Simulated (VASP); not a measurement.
A run of VASP 6.6.1 is set up as follows.

The input INCAR:

```
PREC = Accurate
ENCUT = 350
EDIFF = 1E-5
ISMEAR = 0
SIGMA = 0.03
LREAL = Auto
LASPH = True
NELM = 120
ALGO = Normal
ISIF = 2
LWAVE = False
LCHARG = False
ISPIN = 2
MAGMOM = 0 0 0 0 0 0 0 0 0 0 0 0.33 0.33 0.33 0 0 0 0 0 0.33 0.33 0.33 0
LORBIT = 11
NUPDOWN = 2
LMAXMIX = 4
GGA = PS
NBANDS = 118
KPAR = 4
```

Contents of KPOINTS:

```
Automatic mesh
0
Gamma
  3 3 2
```

The input POSCAR:

```
W7S16
1.0
    6.3064000000      0.0000000000      0.0000000000
   -3.1532000000      5.4615026064      0.0000000000
    0.0000000000      0.0000000000     12.3230000000
W S
7 16
Direct
    0.1666666667      0.8333333333      0.2500000000
    0.6666666667      0.3333333333      0.2500000000
    0.6666666667      0.8333333333      0.2500000000
    0.3333333333      0.1666666667      0.7500000000
    0.3333333333      0.6666666667      0.7500000000
    0.8333333333      0.1666666667      0.7500000000
    0.8333333333      0.6666666667      0.7500000000
    0.1666666667      0.3333333333      0.6225000000
    0.1666666667      0.8333333333      0.6225000000
    0.6666666667      0.3333333333      0.6225000000
    0.6666666667      0.8333333333      0.6225000000
    0.3333333333      0.1666666667      0.1225000000
    0.3333333333      0.6666666667      0.1225000000
    0.8333333333      0.1666666667      0.1225000000
    0.8333333333      0.6666666667      0.1225000000
    0.1666666667      0.3333333333      0.8775000000
    0.1666666667      0.8333333333      0.8775000000
    0.6666666667      0.3333333333      0.8775000000
    0.6666666667      0.8333333333      0.8775000000
    0.3333333333      0.1666666667      0.3775000000
    0.3333333333      0.6666666667      0.3775000000
    0.8333333333      0.1666666667      0.3775000000
    0.8333333333      0.6666666667      0.3775000000
```

Potentials or basis: VASP PAW PBE potentials, release 64 (W_sv, S).

Command:

```sh
$ cat potpaw_PBE.64/W_sv/POTCAR potpaw_PBE.64/S/POTCAR > POTCAR
$ mpirun -np 4 vasp_std > vasp.out
```

Task: Predict the pressure.

Result: -2.0 GPa.

Task: Predict the largest force.

Result: 1.086 eV/Å.

Stress tensor (GPa, compression positive):
```
-1.69  0.00  0.00
 0.00 -1.69  0.00
 0.00  0.00 -2.71
```

Caveat: the k mesh is coarse (spacing up to 0.38 Å⁻¹), so the values aren't converged; the PAW data sets were made with another functional, which shifts forces and pressure a little; the total moment is fixed, so each spin has its own Fermi level. Spin-orbit coupling is left out, which matters for the levels of W.
